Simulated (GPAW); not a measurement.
# InAs (F-43m) in GPAW: notebook

One crystal, InAs, is run at these levels: PBEint, BLYP+D3(BJ), SCAN, vdW-DF2; tasks: elastic constants, gruneisen, eps q, equation of state.

Everything below comes from runs of GPAW 26.7.0. Logs are shortened: lines on timing, memory, paths and dates and some standing lists are left out, and cuts for length are marked. The log counts tension as positive stress, the text compression.

**Experimental background.**

From a printed reference work, data compilation, for a bulk crystal of InAs at 4.2 K: band gap 0.418 eV (direct).

How close the calculation comes is told below.

## 1. The structure

It takes space group F-43m (No. 216, cubic). Conventional cell: a = 6.036 Å, b = 6.036 Å, c = 6.036 Å, α = 90.00°, β = 90.00°, γ = 90.00°. In (site symmetry -43m) is surrounded by 4 As at 2.61 Å. As (site symmetry -43m) is surrounded by 4 In at 2.61 Å.

## 2. Elastic constants, PBEint, 27.49 Å³/atom

File run.py:

```python
import json
import numpy as np
import spglib
from ase import Atoms
from ase.constraints import FixSymmetry
from ase.filters import FrechetCellFilter
from ase.io import write
from ase.optimize import BFGS
from ase.stress import full_3x3_to_voigt_6_stress, voigt_6_to_full_3x3_strain, voigt_6_to_full_3x3_stress
from ase.units import GPa
from gpaw import GPAW, PW, setup_paths

setup_paths.insert(0, '.')

atoms = Atoms(['In', 'As'],
              cell=[[0.0, 3.018, 3.018],
                    [3.018, 0.0, 3.018],
                    [3.018, 3.018, 0.0]],
              scaled_positions=[[0.0, 0.0, 0.0],
                                [0.75, 0.75, 0.75]],
              pbc=True)

calc = GPAW(mode=PW(600),
            xc='GGA_X_PBEINT+GGA_C_PBEINT',
            kpts={'size': (8, 8, 8), 'gamma': True},
            occupations={'name': 'fermi-dirac', 'width': 0.05},
            nbands=18,
            convergence={'density': 1e-06, 'forces': 0.0001, 'eigenstates': 1e-09},
            maxiter=150,
            txt='gpaw.txt')
atoms.calc = calc
atoms.set_constraint(FixSymmetry(atoms))
BFGS(FrechetCellFilter(atoms), trajectory='relax.traj', logfile='-').run(fmax=0.005, steps=40)
atoms.set_constraint()
energy = atoms.get_potential_energy()
forces = atoms.get_forces()
stress = atoms.get_stress()
calc.write('gs.gpw')
write('result.traj', atoms)
print('Cell:', atoms.cell.cellpar().round(4))
print(atoms.get_scaled_positions().round(5))

gpts = tuple(int(n) for n in calc.get_number_of_grid_points())
cell = atoms.cell[:].T
dataset = spglib.get_symmetry((atoms.cell[:], atoms.get_scaled_positions(), atoms.numbers), symprec=1e-4)
rotations = [cell @ w @ np.linalg.inv(cell) for w in dataset['rotations']]
strains, clamped, relaxed = [], [], []
for v in [0, 3]:
    for e in (-0.005, 0.005):
        voigt = np.zeros(6)
        voigt[v] = e
        F = voigt_6_to_full_3x3_strain(voigt)
        a = atoms.copy()
        a.set_cell(atoms.cell[:] @ F, scale_atoms=True)
        c = GPAW(mode=PW(600),
                 xc='GGA_X_PBEINT+GGA_C_PBEINT',
                 kpts={'size': (8, 8, 8), 'gamma': True},
                 occupations={'name': 'fermi-dirac', 'width': 0.05},
                 nbands=18,
                 convergence={'density': 1e-06, 'forces': 0.0001, 'eigenstates': 1e-09},
                 maxiter=150,
                 gpts=gpts,
                 txt=f'strain-{v}{e:+.3f}.txt')
        a.calc = c
        s0 = s1 = a.get_stress() - stress
        BFGS(a, logfile=None).run(fmax=0.003, steps=25)
        s1 = a.get_stress() - stress
        print(v, e, 'clamped', (s0 / GPa).round(3), 'relaxed', (s1 / GPa).round(3), flush=True)
        for R in rotations:  # images under the point group
            eps = R @ (F - np.eye(3)) @ R.T
            strains.append(full_3x3_to_voigt_6_stress(eps) * [1, 1, 1, 2, 2, 2])
            for s, rows in ((s0, clamped), (s1, relaxed)):
                rows.append(full_3x3_to_voigt_6_stress(R @ voigt_6_to_full_3x3_stress(s) @ R.T))

C0, C = (np.linalg.lstsq(np.array(strains), np.array(s), rcond=None)[0].T / GPa for s in (clamped, relaxed))
print('Clamped-ion Cij (GPa):')
print(C0.round(1))
print('Relaxed-ion Cij (GPa):')
print(C.round(1))
json.dump({'clamped': C0.tolist(), 'relaxed': C.tolist()}, open('elastic.json', 'w'))
```

Potentials or basis: PAW data sets generated in the run's folder for this functional, pw.

Command:

```sh
gpaw-setup -f GGA_X_PBEINT+GGA_C_PBEINT As In
OMP_NUM_THREADS=1 python run.py
```

gpaw.txt:

```text
__  _  _
 | _ |_)|_||  |
 |__||  | ||/\| - 26.7.0

Input parameters:
  mode=PW(ecut=600.0),
  convergence={'density': 1e-06, 'forces': 0.0001, 'eigenstates': 1e-09},
  kpts=MonkhorstPack(size=(8, 8, 8), gamma=True),
  maxiter=150,
  nbands=18,
  occupations=Occupations(name='fermi-dirac', width=0.05),
  xc=XC(name='GGA_X_PBEINT+GGA_C_PBEINT')

Diagonalizing LCAO Hamiltonian
Converting LCAO to pw mode

                     As

       In

Atoms  # Å, Bohr magnetons
|   | symbol |        x |        y |        z |    initial magnetic moments |
|---|--------|----------|----------|----------|-----------------------------|
| 0 |     In | 0.000000 | 0.000000 | 0.000000 | ( 0.0000,  0.0000,  0.0000) |
| 1 |     As | 4.527000 | 4.527000 | 4.527000 | ( 0.0000,  0.0000,  0.0000) |

Unit cell  # Å
| periodic |        x |        y |        z |  lengths |    angles |
|----------|----------|----------|----------|----------|-----------|
|      yes | 0.000000 | 3.018000 | 3.018000 | 4.268097 | 60.000000 |
|      yes | 3.018000 | 0.000000 | 3.018000 | 4.268097 | 60.000000 |
|      yes | 3.018000 | 3.018000 | 0.000000 | 4.268097 | 60.000000 |

Number of symmetries: 24
Symmetry operations  # r_c * U_cc + t_c -> r_c
|    | kind |            matrix            |
|----|------|------------------------------|
|  0 |  E   |  1, 0, 0,  0, 1, 0,  0, 0, 1 |
|  1 |  σ   |  1, 0, 0,  0, 0, 1,  0, 1, 0 |
|  2 |  σ   |  1, 0,-1,  0, 1,-1,  0, 0,-1 |
|  3 |  C3  |  1, 0,-1,  0, 0,-1,  0, 1,-1 |
|  4 |  C3  |  1,-1, 0,  0,-1, 1,  0,-1, 0 |
|  5 |  σ   |  1,-1, 0,  0,-1, 0,  0,-1, 1 |
|  6 |  σ   |  0, 1, 0,  1, 0, 0,  0, 0, 1 |
|  7 |  C3  |  0, 1, 0,  0, 0, 1,  1, 0, 0 |
|  8 |  C2  |  0, 1,-1,  1, 0,-1,  0, 0,-1 |
|  9 |  S4  |  0, 1,-1,  0, 0,-1,  1, 0,-1 |
| 10 |  C3  |  0, 0, 1,  1, 0, 0,  0, 1, 0 |
| 11 |  σ   |  0, 0, 1,  0, 1, 0,  1, 0, 0 |
| 12 |  S4  |  0, 0,-1,  1, 0,-1,  0, 1,-1 |
| 13 |  C3  |  0, 0,-1,  0, 1,-1,  1, 0,-1 |
[... 198 lines left out ...]
Stress tensor  # eV/Ang^3
|         x |         y |         z |
|-----------|-----------|-----------|
| -0.013314 | -0.000000 |  0.000000 |
| -0.000000 | -0.013314 |  0.000000 |
|  0.000000 |  0.000000 | -0.013314 |

Forces  # eV/Ang
|       x |       y |       z |
|---------|---------|---------|
| 0.00000 | 0.00000 | 0.00000 |  # In   0
| 0.00000 | 0.00000 | 0.00000 |  # As   1

Interpolating wave functions to new cell

                     As

       In

Atoms  # Å, Bohr magnetons
|   | symbol |         x |        y |        z |    initial magnetic moments |
|---|--------|-----------|----------|----------|-----------------------------|
| 0 |     In | -0.000000 | 0.000000 | 0.000000 | ( 0.0000,  0.0000,  0.0000) |
| 1 |     As |  4.538850 | 4.538850 | 4.538850 | ( 0.0000,  0.0000,  0.0000) |

Unit cell  # Å
| periodic |         x |        y |         z |  lengths |    angles |
|----------|-----------|----------|-----------|----------|-----------|
|      yes | -0.000000 | 3.025900 |  3.025900 | 4.279269 | 60.000000 |
|      yes |  3.025900 | 0.000000 |  3.025900 | 4.279269 | 60.000000 |
|      yes |  3.025900 | 3.025900 | -0.000000 | 4.279269 | 60.000000 |

Number of symmetries: 24
Symmetry operations  # r_c * U_cc + t_c -> r_c
|    | kind |            matrix            |
|----|------|------------------------------|
|  0 |  E   |  1, 0, 0,  0, 1, 0,  0, 0, 1 |
|  1 |  σ   |  1, 0, 0,  0, 0, 1,  0, 1, 0 |
|  2 |  σ   |  1, 0,-1,  0, 1,-1,  0, 0,-1 |
|  3 |  C3  |  1, 0,-1,  0, 0,-1,  0, 1,-1 |
|  4 |  C3  |  1,-1, 0,  0,-1, 1,  0,-1, 0 |
|  5 |  σ   |  1,-1, 0,  0,-1, 0,  0,-1, 1 |
|  6 |  σ   |  0, 1, 0,  1, 0, 0,  0, 0, 1 |
|  7 |  C3  |  0, 1, 0,  0, 0, 1,  1, 0, 0 |
|  8 |  C2  |  0, 1,-1,  1, 0,-1,  0, 0,-1 |
|  9 |  S4  |  0, 1,-1,  0, 0,-1,  1, 0,-1 |
| 10 |  C3  |  0, 0, 1,  1, 0, 0,  0, 1, 0 |
| 11 |  σ   |  0, 0, 1,  0, 1, 0,  1, 0, 0 |
| 12 |  S4  |  0, 0,-1,  1, 0,-1,  0, 1,-1 |
| 13 |  C3  |  0, 0,-1,  0, 1,-1,  1, 0,-1 |
[... 196 lines left out ...]
Stress tensor  # eV/Ang^3
|         x |         y |         z |
|-----------|-----------|-----------|
| -0.010230 |  0.000000 |  0.000000 |
|  0.000000 | -0.010230 | -0.000000 |
|  0.000000 | -0.000000 | -0.010230 |

Forces  # eV/Ang
|       x |        y |       z |
|---------|----------|---------|
| 0.00000 | -0.00000 | 0.00000 |  # In   0
| 0.00000 | -0.00000 | 0.00000 |  # As   1

Interpolating wave functions to new cell

                     As

       In

Atoms  # Å, Bohr magnetons
|   | symbol |         x |        y |        z |    initial magnetic moments |
|---|--------|-----------|----------|----------|-----------------------------|
| 0 |     In | -0.000000 | 0.000000 | 0.000000 | ( 0.0000,  0.0000,  0.0000) |
| 1 |     As |  4.579760 | 4.579760 | 4.579760 | ( 0.0000,  0.0000,  0.0000) |

Unit cell  # Å
| periodic |         x |         y |         z |  lengths |    angles |
|----------|-----------|-----------|-----------|----------|-----------|
|      yes | -0.000000 |  3.053173 |  3.053173 | 4.317839 | 60.000000 |
|      yes |  3.053173 | -0.000000 |  3.053173 | 4.317839 | 60.000000 |
|      yes |  3.053173 |  3.053173 | -0.000000 | 4.317839 | 60.000000 |

Number of symmetries: 24
Symmetry operations  # r_c * U_cc + t_c -> r_c
|    | kind |            matrix            |
|----|------|------------------------------|
|  0 |  E   |  1, 0, 0,  0, 1, 0,  0, 0, 1 |
|  1 |  σ   |  1, 0, 0,  0, 0, 1,  0, 1, 0 |
|  2 |  σ   |  1, 0,-1,  0, 1,-1,  0, 0,-1 |
|  3 |  C3  |  1, 0,-1,  0, 0,-1,  0, 1,-1 |
|  4 |  C3  |  1,-1, 0,  0,-1, 1,  0,-1, 0 |
|  5 |  σ   |  1,-1, 0,  0,-1, 0,  0,-1, 1 |
|  6 |  σ   |  0, 1, 0,  1, 0, 0,  0, 0, 1 |
|  7 |  C3  |  0, 1, 0,  0, 0, 1,  1, 0, 0 |
|  8 |  C2  |  0, 1,-1,  1, 0,-1,  0, 0,-1 |
|  9 |  S4  |  0, 1,-1,  0, 0,-1,  1, 0,-1 |
| 10 |  C3  |  0, 0, 1,  1, 0, 0,  0, 1, 0 |
| 11 |  σ   |  0, 0, 1,  0, 1, 0,  1, 0, 0 |
| 12 |  S4  |  0, 0,-1,  1, 0,-1,  0, 1,-1 |
| 13 |  C3  |  0, 0,-1,  0, 1,-1,  1, 0,-1 |
[... 197 lines left out ...]
Stress tensor  # eV/Ang^3
|         x |         y |         z |
|-----------|-----------|-----------|
| -0.000459 | -0.000000 |  0.000000 |
| -0.000000 | -0.000459 | -0.000000 |
|  0.000000 | -0.000000 | -0.000459 |

Forces  # eV/Ang
|        x |        y |        z |
|----------|----------|----------|
| -0.00000 |  0.00000 | -0.00000 |  # In   0
|  0.00000 | -0.00000 |  0.00000 |  # As   1

Interpolating wave functions to new cell

                     As

       In

Atoms  # Å, Bohr magnetons
|   | symbol |         x |        y |        z |    initial magnetic moments |
|---|--------|-----------|----------|----------|-----------------------------|
| 0 |     In | -0.000000 | 0.000000 | 0.000000 | ( 0.0000,  0.0000,  0.0000) |
| 1 |     As |  4.581747 | 4.581747 | 4.581747 | ( 0.0000,  0.0000,  0.0000) |

Unit cell  # Å
| periodic |         x |         y |         z |  lengths |    angles |
|----------|-----------|-----------|-----------|----------|-----------|
|      yes | -0.000000 |  3.054498 |  3.054498 | 4.319713 | 60.000000 |
|      yes |  3.054498 | -0.000000 |  3.054498 | 4.319713 | 60.000000 |
|      yes |  3.054498 |  3.054498 | -0.000000 | 4.319713 | 60.000000 |

Number of symmetries: 24
Symmetry operations  # r_c * U_cc + t_c -> r_c
|    | kind |            matrix            |
|----|------|------------------------------|
|  0 |  E   |  1, 0, 0,  0, 1, 0,  0, 0, 1 |
|  1 |  σ   |  1, 0, 0,  0, 0, 1,  0, 1, 0 |
|  2 |  σ   |  1, 0,-1,  0, 1,-1,  0, 0,-1 |
|  3 |  C3  |  1, 0,-1,  0, 0,-1,  0, 1,-1 |
|  4 |  C3  |  1,-1, 0,  0,-1, 1,  0,-1, 0 |
|  5 |  σ   |  1,-1, 0,  0,-1, 0,  0,-1, 1 |
|  6 |  σ   |  0, 1, 0,  1, 0, 0,  0, 0, 1 |
|  7 |  C3  |  0, 1, 0,  0, 0, 1,  1, 0, 0 |
|  8 |  C2  |  0, 1,-1,  1, 0,-1,  0, 0,-1 |
|  9 |  S4  |  0, 1,-1,  0, 0,-1,  1, 0,-1 |
| 10 |  C3  |  0, 0, 1,  1, 0, 0,  0, 1, 0 |
| 11 |  σ   |  0, 0, 1,  0, 1, 0,  1, 0, 0 |
| 12 |  S4  |  0, 0,-1,  1, 0,-1,  0, 1,-1 |
| 13 |  C3  |  0, 0,-1,  0, 1,-1,  1, 0,-1 |
[... 139 lines left out ...]
SCF iterations
|iter     | |      energy | eigst |  dens |force |
|---------|-|-------------|-------|-------|------|
|iter:   1| |   -8.388194 | -3.72 |       |      |
|iter:   2| |   -8.388181 | -6.23 | -3.08 |      |
|iter:   3| |   -8.388117c| -5.73 | -3.12 |      |
|iter:   4| |   -8.388117c| -6.70 | -3.82 |      |
|iter:   5| |   -8.388117c| -7.20 | -4.17 |      |
|iter:   6| |   -8.388117c| -9.26c| -5.27 |      |
|iter:   7| |   -8.388117c| -9.80c| -5.73 |      |
|iter:   8| |   -8.388117c| -9.98c| -6.25c|      |
|iter:   9| |   -8.388117c|-10.58c| -6.98c|-15.70c|

Converged in 9 steps
Energy contributions relative to reference atoms: (reference = -221366.175646)

Energy contributions:
  Kinetic:          21.849825
  Coulomb:         -20.449831
  Zero:              0.138932
  External:          0.000000
  Xc:               -9.926765
  Entropy:          -0.000557
  Spinorbit:         0.000000
  ----------------------------
  Free energy:      -8.388396
  Extrapolated:     -8.388117
[... 29 lines left out ...]
Stress tensor  # eV/Ang^3
|         x |         y |         z |
|-----------|-----------|-----------|
| -0.000016 | -0.000000 |  0.000000 |
| -0.000000 | -0.000016 |  0.000000 |
|  0.000000 |  0.000000 | -0.000016 |

Forces  # eV/Ang
|        x |       y |        z |
|----------|---------|----------|
| -0.00000 | 0.00000 | -0.00000 |  # In   0
|  0.00000 | 0.00000 |  0.00000 |  # As   1

# Writing to gs.gpw (mode='')
```

Run time: 11 min. Hardware: 1 thread of Arm Neoverse N1, shared host; peak memory 0.39 GiB.

What came out:

| Item | Value |
| --- | --- |
| Free energy | -8.3884 eV |
| Relaxed volume | 28.50 Å³/atom |
| Relaxed cell | a = 4.320 Å, b = 4.320 Å, c = 4.320 Å, α = 60.00°, β = 60.00°, γ = 60.00° |
| Space group after relaxing (to 0.05 Å) | F-43m (No. 216) |
| Pressure after relaxing | 0.0 GPa |
| Band gap on the k mesh | none (metal or under the smearing width) |
| Elastic constants C11, C12, C44 | 77, 43, 34 GPa |
| Voigt bulk modulus | 54 GPa |
| Bulk modulus (Hill) | 54 GPa |
| Shear modulus (Hill) | 26 GPa |
| Young's modulus | 67 GPa |
| Poisson's ratio (from the elastic constants) | 0.29 |

Caveat: the density grid can change from cell to cell, which puts small steps into energies and stress; elastic constants of metals need much finer meshes, so these are rough; this crystal is a semiconductor, whose small gap the functional closes, so the metal is an error of the method.

(Part 1 of 3 ends here.)
